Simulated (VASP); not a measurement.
# MoS2 in VASP: notebook

The runs below take MoS2 through single point, with PBE+D3(BJ), PBE.

All numbers are computed with VASP 6.6.1; they aren't measurements. Logs are shortened: lines on timing, memory, paths and dates and some standing lists are left out, and cuts for length are marked.

## 1. The structure

The cell holds a sheet with vacuum, 9 atoms: a = 3.192 Å, b = 3.192 Å, c = 54.648 Å, α = 90.00°, β = 90.00°, γ = 120.00°.

The cell was built by a generator and needn't be a form met in nature.

## 2. Single point, PBE+D3(BJ)

File INCAR:

```
SYSTEM = MoS2
  PREC = Accurate
  ENCUT = 520
  EDIFF = 1E-7
  ISMEAR = 0
  SIGMA = 0.02
  LREAL = .False.
  LASPH = .True.
  NELM = 100
  ALGO = Fast
  ISIF = 2
  LWAVE = .False.
  LCHARG = .False.
  LDIPOL = .True.
  IDIPOL = 3
  DIPOL = 0.5 0.5 0.306
  GGA = PE
  IVDW = 12
  NBANDS = 49
```

File KPOINTS:

```
regular mesh
0
Gamma
  12 12 1
  0 0 0
```

File POSCAR:

```
MoS2
1.0
    3.1916000000      0.0000000000      0.0000000000
   -1.5958000000      2.7640066787      0.0000000000
    0.0000000000      0.0000000000     54.6480000066
S Mo
6 3
Direct
    0.6666666667      0.3333333333      0.1670811351
    0.6666666667      0.3333333333      0.2239415283
    0.3333333333      0.6666666667      0.2774096778
    0.3333333333      0.6666666667      0.3342138033
    0.6666666667      0.3333333333      0.3876819528
    0.6666666667      0.3333333333      0.4445423460
    0.3333333333      0.6666666667      0.1955261512
    0.6666666667      0.3333333333      0.3058117406
    0.3333333333      0.6666666667      0.4160973299
```

Potentials or basis: VASP PAW PBE potentials, release 64 (S, Mo_sv).

Launch:

```bash
cat potpaw_PBE.64/S/POTCAR potpaw_PBE.64/Mo_sv/POTCAR > POTCAR
mpirun -np 1 vasp_std > vasp.out
```

OUTCAR:

```text
SYSTEM = MoS2
   PREC = Accurate
   ENCUT = 520
   EDIFF = 1E-7
   ISMEAR = 0
   LREAL = .False.
   LASPH = .True.
   NELM = 100
   ISIF = 2
   GGA = PE
   IVDW = 12
 IVDW          = 12

 ion  position               nearest neighbor table
   1  0.667  0.333  0.167-   7 2.41   7 2.41   7 2.41
   2  0.667  0.333  0.224-   7 2.41   7 2.41   7 2.41
   3  0.333  0.667  0.277-   8 2.41   8 2.41   8 2.41
   4  0.333  0.667  0.334-   8 2.41   8 2.41   8 2.41
   5  0.667  0.333  0.388-   9 2.41   9 2.41   9 2.41
   6  0.667  0.333  0.445-   9 2.41   9 2.41   9 2.41
   7  0.333  0.667  0.196-   2 2.41   2 2.41   2 2.41   1 2.41   1 2.41   1 2.41
   8  0.667  0.333  0.306-   4 2.41   4 2.41   4 2.41   3 2.41   3 2.41   3 2.41
   9  0.333  0.667  0.416-   5 2.41   5 2.41   5 2.41   6 2.41   6 2.41   6 2.41

  LATTYP: Found a hexagonal cell.
 ALAT       =     3.1916000000
 C/A-ratio  =    17.1224464239

  Lattice vectors:

 A1 = (   3.1916000000,   0.0000000000,   0.0000000000)
 A2 = (  -1.5958000000,   2.7640066787,   0.0000000000)
 A3 = (   0.0000000000,   0.0000000000,  54.6480000066)

Analysis of symmetry for initial positions (statically):
=====================================================================
 Subroutine PRICEL returns:
 Original cell was already a primitive cell.

 Routine SETGRP: Setting up the symmetry group for a
 hexagonal supercell.

 Subroutine GETGRP returns: Found 12 space group operations
 (whereof  6 operations were pure point group operations)
 out of a pool of 24 trial point group operations.

The static configuration has the point symmetry C_3v.
 The point group associated with its full space group is D_3h.

Analysis of symmetry for dynamics (positions and initial velocities):
=====================================================================
 Subroutine PRICEL returns:
 Original cell was already a primitive cell.

 Routine SETGRP: Setting up the symmetry group for a
 hexagonal supercell.

 Subroutine GETGRP returns: Found 12 space group operations
 (whereof  6 operations were pure point group operations)
 out of a pool of 24 trial point group operations.

The dynamic configuration has the point symmetry C_3v.
 The point group associated with its full space group is D_3h.

 Subroutine INISYM returns: Found 12 space group operations
 (whereof  6 operations are pure point group operations),
 and found     1 'primitive' translations

----------------------------------------------------------------------------------------

                                     Primitive cell

  volume of cell :     482.0830

  direct lattice vectors                    reciprocal lattice vectors
     3.191600000  0.000000000  0.000000000     0.313322471  0.180896813  0.000000000
    -1.595800000  2.764006679  0.000000000     0.000000000  0.361793627  0.000000000
     0.000000000  0.000000000 54.648000007     0.000000000  0.000000000  0.018298931

  length of vectors
     3.191600000  3.191600000 54.648000007     0.361793627  0.361793627  0.018298931

  position of ions in fractional coordinates (direct lattice)
     0.666666667  0.333333333  0.167081135
     0.666666667  0.333333333  0.223941528
     0.333333333  0.666666667  0.277409678
     0.333333333  0.666666667  0.334213803
     0.666666667  0.333333333  0.387681953
     0.666666667  0.333333333  0.444542346
     0.333333333  0.666666667  0.195526151
     0.666666667  0.333333333  0.305811741
     0.333333333  0.666666667  0.416097330

  ion indices of the primitive-cell ions
   primitive index   ion index
                 1           1
                 2           2
                 3           3
                 4           4
                 5           5
                 6           6
                 7           7
                 8           8
                 9           9

----------------------------------------------------------------------------------------

 KPOINTS: regular mesh

Automatic generation of k-mesh.
 Grid dimensions read from file:
 generate k-points for:   12   12    1

 Generating k-lattice:

  Cartesian coordinates                     Fractional coordinates (reciprocal lattice)
     0.026110206  0.015074734  0.000000000     0.083333333  0.000000000  0.000000000
     0.000000000  0.030149469  0.000000000     0.000000000  0.083333333  0.000000000
     0.000000000  0.000000000  0.018298931     0.000000000  0.000000000  1.000000000

  Length of vectors
     0.030149469  0.030149469  0.018298931

  Shift w.r.t. Gamma in fractional coordinates (k-lattice)
     0.000000000  0.000000000  0.000000000

 Subroutine IBZKPT returns following result:
 ===========================================

 Found     19 irreducible k-points:

 Following reciprocal coordinates:
            Coordinates               Weight
  0.000000  0.000000  0.000000      1.000000
  0.083333 -0.000000  0.000000      6.000000
  0.166667 -0.000000  0.000000      6.000000
  0.250000  0.000000  0.000000      6.000000
  0.333333  0.000000  0.000000      6.000000
  0.416667  0.000000  0.000000      6.000000
[... 11 lines left out ...]
  0.333333  0.250000  0.000000     12.000000
  0.333333  0.333333  0.000000      2.000000
   k-points           NKPTS =     19   k-points in BZ     NKDIM =     19   number of bands    NBANDS=     49
   number of dos      NEDOS =    301   number of ions     NIONS =      9
   total plane-waves  NPLWV = 241920
   dimension x,y,z NGX =    24 NGY =   24 NGZ =  420
   dimension x,y,z NGXF=    48 NGYF=   48 NGZF=  840
   ions per type =               6   3
   NGX,Y,Z   is equivalent  to a cutoff of  12.50, 12.50, 12.78 a.u.
   NGXF,Y,Z  is equivalent  to a cutoff of  25.00, 25.00, 25.55 a.u.
 SYSTEM =  MoS2
   PREC   = accura    normal or accurate (medium, high low for compatibility)
   ISTART =      0    job   : 0-new  1-cont  2-samecut
   ICHARG =      2    charge: 1-file 2-atom 10-const
   ISPIN  =      1    spin polarized calculation?
   LNONCOLLINEAR =      F non collinear calculations
   LSORBIT =      F    spin-orbit coupling
   LASPH  =      T    aspherical Exc in radial PAW
   ENCUT  =  520.0 eV  38.22 Ry    6.18 a.u.   5.93  5.93101.61*2*pi/ulx,y,z
   NELM   =    100;   NELMIN=  2; NELMDL= -5     # of ELM steps
   EDIFF  = 0.1E-06   stopping-criterion for ELM
   LREAL  =      F    real-space projection
   EDIFFG = 0.1E-05   stopping-criterion for IOM
   NSW    =      0    number of steps for IOM
   IBRION =     -1    ionic relax: 0-MD 1-quasi-New 2-CG
   NFREE  =      0    steps in history (QN), initial steepest desc. (CG)
   ISIF   =      2    stress and relaxation
   ISYM   =      2    0-nonsym 1-usesym 2-fastsym
   POTIM  = 0.5000    time-step for ionic-motion
   TEBEG  =    0.0;   TEEND  =   0.0 temperature during run
   PSTRESS=    0.0 pullay stress
   NELECT =      78.0000    total number of electrons
   NUPDOWN=      -1.0000    fix difference up-down
   EMIN   =  10.00;   EMAX   =-10.00  energy-range for DOS
   EFERMI =   0.00;   METHOD = LEGACY
   ISMEAR =     0;   SIGMA  =   0.02  broadening in eV -4-tet -1-fermi 0-gaus
   EFERMI_NEDOS =   21; number of points for ismear=-14 and -15
   IALGO  =     68    algorithm
   IMIX   =      4    mixing-type and parameters
     AMIX     =   0.40;   BMIX     =  1.00
     AMIX_MAG =   1.60;   BMIX_MAG =  1.00
  volume/ion in A,a.u.               =      53.56       361.47
  Fermi-wavevector in a.u.,A,eV,Ry     =   0.892070  1.685768 10.827373  0.795789
  Thomas-Fermi vector in A             =   2.013972
   LORBIT       =      0    0 simple, 1 ext, 2 COOP (PROOUT), +10 PAW based schemes
   GGA     = PE    functional components
   LHFCALC =     F    Hartree Fock is set to
   AEXX    =    0.0000 exact exchange contribution
   IVDW    =    12    specifies the selected vdW correction
   LEPSILON=     F    determine dielectric tensor
   LRPA    =     F    only Hartree local field effects (RPA)
 non-spin polarized calculation
 RMM-DIIS sequential band-by-band and
 Gauss-broadening in eV      SIGMA  =   0.02
  energy-cutoff  :      520.00
  volume of cell :      482.08
 maximum number of plane-waves:     13077
 NGX is ok and might be reduce to    24
   NGX = 11   NGY = 11   NGZ =203

 dipolmoment           0.000000      0.000000     -0.000000 electrons x Angstroem

 number of electron      77.9999999 magnetization

 dipolmoment           0.000000      0.000000      0.000000 electrons x Angstroem

 Free energy of the ion-electron system (eV)
  ---------------------------------------------------
  ext. energy  EPLUGINS =         0.00000000
  ---------------------------------------------------
  free energy    TOTEN  =       -65.42758518 eV

  energy without entropy =      -65.42758518  energy(sigma->0) =      -65.42758518

 E-fermi :  -0.7464     XC(G=0):  -3.8105

 val. band max:       -0.9745122584   @ k =   0.0000   0.0000   0.0000
 cond. band min:      -0.0677170579   @ k =   0.3333   0.3333   0.0000
 fundamental gap:      0.9067952005
 Fermi energy:        -0.7464040443

 k-point     1 :       0.0000    0.0000    0.0000
  band No.  band energies     occupation
      1     -62.5462      2.00000
      2     -62.5439      2.00000
      3     -62.5439      2.00000
      4     -36.6814      2.00000
      5     -36.6791      2.00000
      6     -36.6791      2.00000
[... 41 lines left out ...]
     48       1.3395      0.00000
     49       1.3855      0.00000

 k-point     2 :       0.0833   -0.0000    0.0000
  band No.  band energies     occupation
      1     -62.5438      2.00000
      2     -62.5415      2.00000
      3     -62.5415      2.00000
      4     -36.6765      2.00000
      5     -36.6742      2.00000
      6     -36.6742      2.00000
[... 876 lines left out ...]
 k-point    19 :       0.3333    0.3333    0.0000
  band No.  band energies     occupation
      1     -62.5054      2.00000
      2     -62.5032      2.00000
      3     -62.5032      2.00000
      4     -36.7652      2.00000
      5     -36.7605      2.00000
      6     -36.7605      2.00000
[... 41 lines left out ...]
     48       1.8541      0.00000
     49       3.1342      0.00000

------------------------ aborting loop because EDIFF is reached ----------------------------------------

 vacuum level on the upper side and lower side of the slab       (xc-potential included)        -0.075        -0.075

 Edisp (eV)   -3.48200

 E8    (eV) :    -1.4375

  FORCE on cell =-STRESS in cart. coord.  units (eV):
  Direction    XX          YY          ZZ          XY          YZ          ZX
  --------------------------------------------------------------------------------------
  -------------------------------------------------------------------------------------
  Total      -3.57607    -3.57607    -0.18513     0.00000     0.00000     0.00000
  in kB     -11.88489   -11.88489    -0.61527     0.00000     0.00000     0.00000
  external pressure =       -8.13 kB  Pullay stress =        0.00 kB

 VOLUME and BASIS-vectors are now :
 -----------------------------------------------------------------------------
  energy-cutoff  :      520.00
  volume of cell :      482.08
      direct lattice vectors                 reciprocal lattice vectors
     3.191600000  0.000000000  0.000000000     0.313322471  0.180896813  0.000000000
    -1.595800000  2.764006679  0.000000000     0.000000000  0.361793627  0.000000000
     0.000000000  0.000000000 54.648000007     0.000000000  0.000000000  0.018298931

 POSITION                                       TOTAL-FORCE (eV/Angst)
 -----------------------------------------------------------------------------------
      1.59580      0.92134      9.13065         0.000000      0.000000      0.014082
      1.59580      0.92134     12.23796         0.000000      0.000000     -0.016115
     -0.00000      1.84267     15.15988         0.000000      0.000000      0.016472
     -0.00000      1.84267     18.26412         0.000000      0.000000     -0.016472
      1.59580      0.92134     21.18604         0.000000      0.000000      0.016115
      1.59580      0.92134     24.29335         0.000000      0.000000     -0.014082
     -0.00000      1.84267     10.68511        -0.000000      0.000000     -0.000024
      1.59580      0.92134     16.71200        -0.000000     -0.000000      0.000000
     -0.00000      1.84267     22.73889        -0.000000      0.000000      0.000024
 -----------------------------------------------------------------------------------
    total drift:                                0.000000     -0.000000     -0.000011

  FREE ENERGIE OF THE ION-ELECTRON SYSTEM (eV)
  ---------------------------------------------------
  free  energy   TOTEN  =       -68.9095880360 eV

  energy  without entropy=      -68.9095880360  energy(sigma->0) =      -68.90958804

 vacuum level on the upper side and lower side of the slab         4.192         4.192
```

Run time: 27 min. Hardware: 1 thread of Intel Xeon Platinum 8488C (Sapphire Rapids), shared host; peak memory 0.75 GiB.

Results:

| Item | Value |
| --- | --- |
| Free energy | -68.9096 eV |
| Largest force | 0.016 eV/Å |
| Band gap on the k mesh | 0.91 eV, indirect (least direct gap 1.58 eV) |
| Dispersion energy per atom | -0.387 eV |

Forces on the atoms (eV/Å):
```
S    0.000  0.000  0.014
S    0.000  0.000 -0.016
S    0.000  0.000  0.016
S    0.000  0.000 -0.016
S    0.000  0.000  0.016
S    0.000  0.000 -0.014
Mo   0.000  0.000  0.000
Mo   0.000  0.000  0.000
Mo   0.000  0.000  0.000
```

Levels at points of the mesh, in eV from the valence-band top:
```
           k point  band 36  band 37  band 38  band 39  band 40  band 41  band 42  band 43
(0.00, 0.00, 0.00)    -1.60    -0.90    -0.30     0.00     2.00     2.01     2.02     2.03
(0.50, 0.00, 0.00)    -1.66    -1.42    -1.33    -1.29     1.48     1.51     1.52     1.94
```

A hybrid or GW would open this gap; PBE tends to underestimate it.

## 3. Single point, PBE

File INCAR:

```
PREC = Accurate
ENCUT = 520
EDIFF = 1E-6
ISMEAR = 0
SIGMA = 0.01
LREAL = False
LASPH = True
NELM = 100
ALGO = Fast
ISIF = 2
LWAVE = False
LCHARG = False
LDIPOL = True
IDIPOL = 3
DIPOL = 0.5 0.5 0.306
GGA = PE
NBANDS = 49
```

File KPOINTS:

```
regular mesh
0
Gamma
  12 12 1
```

POSCAR is that of step 2.

Potentials or basis: VASP PAW PBE potentials, release 64 (S, Mo_sv).

Launch:

```bash
cat potpaw_PBE.64/S/POTCAR potpaw_PBE.64/Mo_sv/POTCAR > POTCAR
mpirun -np 1 vasp_std > vasp.out
```

It took 14 min on 1 thread of Intel Xeon Platinum 8488C (Sapphire Rapids), shared host; peak memory 0.72 GiB.

The run converged. Its results:

```yaml
Free_energy: -65.4276 eV
Largest_force: 0.101 eV/Å
Band_gap_on_the_k_mesh: 0.91 eV, indirect (least direct gap 1.58 eV)
```

Forces in eV/Å, atoms in the order of the input:
```
S    0.000  0.000 -0.101
S    0.000  0.000 -0.037
S    0.000  0.000  0.021
S    0.000  0.000 -0.021
S    0.000  0.000  0.037
S    0.000  0.000  0.101
Mo   0.000  0.000 -0.081
Mo   0.000  0.000  0.000
Mo   0.000  0.000  0.081
```

Levels at points of the mesh, in eV from the valence-band top:
```tsv
k point	band 37	band 38	band 39	band 40	band 41	band 42
(0.00, 0.00, 0.00)	-0.90	-0.30	0.00	2.00	2.01	2.02
(0.50, 0.00, 0.00)	-1.42	-1.33	-1.29	1.48	1.51	1.52
```

A hybrid or GW would open this gap; PBE tends to underestimate it.
